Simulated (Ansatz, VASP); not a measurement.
**One calculation of KBr, two programs**

```
K Br
1.0
     0.00000    3.30000    3.30000
     3.30000    0.00000    3.30000
     3.30000    3.30000    0.00000
K Br
1 1
Direct
  0.00000 0.00000 0.00000
  0.50000 0.50000 0.50000
```

Alike in both runs: functional PBE; k mesh 7 × 7 × 7; occupations fermi-dirac, width 0.02 eV; no spin polarisation.

Ansatz relaxed the structure, and its values are those at the end. VASP's run is a single point on that final structure, the one shown.

```csv
,VASP,Ansatz
version,VASP 6.6.1,Ansatz 0.2.0
potentials or method,"VASP PAW PBE potentials, release 64 (K_sv, Br)","plane-wave PAW, scalar-relativistic"
plane-wave cutoff (eV),520,420
valence electrons in the cell,16,16
```

|  | VASP | Ansatz | Ansatz less VASP |
| --- | --- | --- | --- |
| gap on the k mesh at the Fermi level (eV) | 4.43 | 4.44 | +0.002 |
| pressure (GPa) | 0.8 | 0.7 | -0.04 |

Ansatz warned: «stress_scf_threshold_loose».

Caveats: an odd mesh through Γ misses points on the zone boundary, where band edges often lie.
